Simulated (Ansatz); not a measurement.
Te2Mo:

```
Te Mo
1.0
     6.33000    0.00000    0.00000
     0.00000    3.46900    0.00000
    -0.94679    0.00000   13.82762
Te Mo
8 4
Direct
  0.94370 0.75000 0.60450
  0.05630 0.25000 0.39550
  0.90300 0.25000 0.85140
  0.09700 0.75000 0.14860
  0.41120 0.75000 0.89550
  0.58880 0.25000 0.10450
  0.44320 0.25000 0.64840
  0.55680 0.75000 0.35160
  0.81670 0.75000 0.99260
  0.18330 0.25000 0.00740
  0.68190 0.25000 0.49340
  0.31810 0.75000 0.50660
```

Base run:

- Program: Ansatz 0.2.0
- Functional: PBEsol
- Potentials or basis: Ansatz PAW
- Cutoff: 420 eV (not typed: the program's choice for these potentials)
- k mesh: 4 × 8 × 2
- Occupations: fermi-dirac, width 0.05 eV
- Spin: no spin polarisation
- Hubbard terms: Mo d U = 6.2 eV

Its results: band gap on the k mesh none (metal or under the smearing width); pressure 0.1 GPa; largest force 0.425 eV/Å.

Q: The run is repeated on the same cell with these changes: functional from PBEsol to LDA. What comes out?

A: Band gap on the k mesh none (metal or under the smearing width); pressure -1.9 GPa; largest force 0.447 eV/Å.

LDA binds more tightly than PBEsol, so the same cell stands under less pressure.

Caveats: spin-orbit coupling is left out, which moves the levels of the heavy elements; U without spin polarisation on a metal has little footing; the PAW data sets come from PBE, with cores solved anew for the run's functional, which leaves a small shift of forces and pressure; the U is typed as a test and isn't derived for this compound.
